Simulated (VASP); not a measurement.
# Settings for InPd: energy difference of two geometries

InPd, Pm-3m (no. 221), 2 atoms in the cell. RPBE, energy difference of two geometries; PAW potentials In_d, Pd (PBE set). VASP 6.6.1.

Wanted: energy difference within 2.5 meV/atom.

What the run is for: energy difference; Accuracy asked: screening; Second geometry: last atom moved by 0.04 A along z, cell strained by -1.0% along z.

The series start from Plane-wave cutoff (eV): 320; Smearing width (eV): 0.1; k-point mesh: 11 × 11 × 11; Precision mode (PREC): Accurate; Electronic threshold (eV): 1e-6; Aspherical gradient terms in the spheres (LASPH): yes; Electronic algorithm: ALGO=Normal. Each series keeps the choices made before it, and each single choice may use up half of a tolerance. Times cover all steps of a run.

## Plane-wave cutoff (eV)

| Plane-wave cutoff (eV) | Energy difference (meV/atom) | Time (s) |
|---|---|---|
| 200 | 15.0 | 17 |
| 250 | 10.6 | 24 |
| 290 | 10.5 | 27 |
| 320 | 10.6 | 26 |
| 380 | 10.5 | 32 |
| 440 | 10.5 | 32 |
| 520 | 10.5 | 35 |
| 650 (reference) | 10.5 | 69 |

Chosen: 250, the loosest value from which every tighter one stays within half of the tolerance.

## Smearing width (eV)

| Smearing width (eV) | Energy difference (meV/atom) | Time (s) |
|---|---|---|
| 0.4 | 10.7 | 28 |
| 0.3 | 10.7 | 31 |
| 0.2 | 10.7 | 24 |
| 0.15 | 10.6 | 23 |
| 0.1 | 10.6 | 24 |
| 0.05 (reference) | 10.6 | 25 |

Chosen: 0.4.

## k-point mesh

| k-point mesh | Energy difference (meV/atom) | Time (s) |
|---|---|---|
| 4 × 4 × 4 | 10.0 | 13 |
| 5 × 5 × 5 | 11.2 | 16 |
| 6 × 6 × 6 | 10.5 | 16 |
| 7 × 7 × 7 | 10.7 | 15 |
| 9 × 9 × 9 | 10.9 | 22 |
| 11 × 11 × 11 | 10.7 | 28 |
| 13 × 13 × 13 | 10.9 | 41 |
| 16 × 16 × 16 (reference) | 11.0 | 74 |

Chosen: 4 × 4 × 4.

## Precision mode (PREC)

| Precision mode (PREC) | Energy difference (meV/atom) | Time (s) |
|---|---|---|
| SingleN | 11.0 | 12 |
| Normal | 10.1 | 12 |
| Single | 10.0 | 15 |
| Accurate (reference) | 10.0 | 13 |

Chosen: SingleN.

## Electronic threshold (eV)

| Electronic threshold (eV) | Energy difference (meV/atom) | Time (s) |
|---|---|---|
| 0.001 | 11.0 | 11 |
| 0.0001 | 11.0 | 12 |
| 1e-5 | 11.0 | 11 |
| 1e-6 | 11.0 | 12 |
| 1e-7 | 11.0 | 14 |
| 1e-8 (reference) | 11.0 | 16 |

Chosen: 0.001.

## Aspherical gradient terms in the spheres (LASPH)

| Aspherical gradient terms in the spheres (LASPH) | Energy difference (meV/atom) | Time (s) |
|---|---|---|
| no | 11.0 | 10 |
| yes (reference) | 11.0 | 11 |

Chosen: no.

## Electronic algorithm

| Electronic algorithm | Energy difference (meV/atom) | Time (s) |
|---|---|---|
| ALGO=Normal | 11.0 | 10 |
| ALGO=Fast | 11.0 | 10 |
| ALGO=VeryFast | 11.0 | 9.7 |
| ALGO=All ISEARCH=1 | 11.0 | 9.6 |
| ALGO=All ISEARCH=0 | 11.0 | 10 |
| ALGO=Damped TIME=0.4 | 11.0 | 9.9 |
| ALGO=Damped TIME=0.1 | 11.0 | 11 |

Chosen: ALGO=Normal; no other choice that stays within half of the tolerance saves 30 % of the time.

## All choices together

| Input | Energy difference (meV/atom) | Time (s) |
|---|---|---|
| the program's defaults (naive) | 10.7 | 6.6 |
| chosen settings | 11.0 | 10 |
| reference settings throughout | 10.8 | 223 |

The tolerance is met.

## The input

INCAR:
```
GGA = RP
ISMEAR = 1
SIGMA = 0.4
LWAVE = False
LCHARG = False
ISIF = 2
PREC = SingleN
LASPH = False
LREAL = False
ALGO = Normal
EDIFF = 0.001
NELM = 120
GGA_COMPAT = False
ENCUT = 250
```

KPOINTS:
```
Automatic mesh
0
Gamma
  4 4 4
  0 0 0
```

POSCAR.step1:
```
InPd
1.0
    3.2718847800      0.0000000000      0.0000000000
    0.0000000000      3.2718847800      0.0000000000
    0.0000000000      0.0000000000      3.2718847800
In Pd
1 1
Direct
    0.0000000000      0.0000000000      0.0000000000
    0.5000000000      0.5000000000      0.5000000000
```

POSCAR.step2:
```
InPd
1.0
    3.2718847800      0.0000000000      0.0000000000
    0.0000000000      3.2718847800      0.0000000000
    0.0000000000      0.0000000000      3.2391659322
In Pd
1 1
Direct
    0.0000000000      0.0000000000      0.0000000000
    0.5000000000      0.5000000000      0.5122253700
```

Commands (each step's output is kept before the next begins):
```
cat potpaw_PBE.64/In_d/POTCAR potpaw_PBE.64/Pd/POTCAR > POTCAR
cp POSCAR.step1 POSCAR
mpirun -np 1 vasp_std > vasp.out
cp POSCAR.step2 POSCAR
mpirun -np 1 vasp_std > vasp.out
```

The naive input happens to agree within the tolerance here, in 6.6 s.

The chosen input took VASP 6.6.1 10 s on 1 core (Intel Xeon Platinum 8488C (Sapphire Rapids)), a shared host.

## An input that fails: too few bands

VASP's message: The number of bands is not sufficient to hold all electrons. I am sorry, but this calculation does not make sense. If you want to calculate only selected states, you need to set either EFERMI or EREF. EREF specifies around which energy states are supposed to be calculated. I found NBANDS = 10, NELECT = ….

Changes against the starting input:
```
- NELM = 120
+ NELM = 100
+ NBANDS = 10
```
